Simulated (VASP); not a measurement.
Wanted: the native input for a VASP 6.6.1 run.

| Item | Value |
| --- | --- |
| Task | single point |
| Functional | r2SCAN |
| Potentials or basis | VASP PAW PBE potentials, release 64 (Mo_sv, Te) |
| Cutoff | 520 eV |
| k mesh | 6 × 6 × 6 |
| Occupations | fermi-dirac, width 0.02 eV |
| Spin | no spin polarisation |
| Dipole correction | no |
| Further INCAR settings | ALGO = Normal; EDIFF = 1e-06; NBANDS = 20 |

Crystal: Te2Mo.

```
CELL_PARAMETERS angstrom
0.00000 3.31483 3.31483
3.31483 0.00000 3.31483
3.31483 3.31483 0.00000
ATOMIC_POSITIONS crystal
Mo 0.00000 0.00000 0.00000
Te 0.25000 0.25000 0.25000
Te 0.75000 0.75000 0.75000
```

The cell was built by a generator and needn't be a form met in nature.

One way to write it, as run:

POSCAR

```
Te2Mo
1.0
    0.0000000000      3.3148317918      3.3148317918
    3.3148317918      0.0000000000      3.3148317918
    3.3148317918      3.3148317918      0.0000000000
Mo Te
1 2
Direct
    0.0000000000      0.0000000000      0.0000000000
    0.2500000000      0.2500000000      0.2500000000
    0.7500000000      0.7500000000      0.7500000000
```

INCAR.step1

```
PREC = Accurate
ENCUT = 520
ISMEAR = -1
SIGMA = 0.02
LREAL = F
LASPH = T
NELM = 100
NBANDS = 20
GGA = PE
ALGO = Normal
EDIFF = 1E-4
LWAVE = T
LCHARG = F
```

INCAR.step2

```
PREC = Accurate
ENCUT = 520
EDIFF = 1E-6
ISMEAR = -1
SIGMA = 0.02
LREAL = F
LASPH = T
NELM = 100
ALGO = Normal
ISIF = 2
LWAVE = F
LCHARG = F
METAGGA = R2SCAN
LMIXTAU = T
NBANDS = 20
ISTART = 1
```

KPOINTS

```
Automatic mesh
0
Gamma
  6 6 6
```

Potentials or basis: VASP PAW PBE potentials, release 64 (Mo_sv, Te).

Launch:

```sh
$ cat potpaw_PBE.64/Mo_sv/POTCAR potpaw_PBE.64/Te/POTCAR > POTCAR
$ cp INCAR.step1 INCAR
$ mpirun -np 1 vasp_std > vasp.out
$ cp INCAR.step2 INCAR
$ mpirun -np 1 vasp_std > vasp.out
```

Results of the run:

```json
{"Pressure": "0.0 GPa", "Band gap on the k mesh": "none (metal or under the smearing width)"}
```

Caveat: the PAW data sets were made with another functional, which shifts forces and pressure a little.

Wall time 48 s on 1 thread of Intel(R) Xeon(R) Platinum 8488C (Sapphire Rapids), with other jobs on the host, peak memory 0.22 GiB.
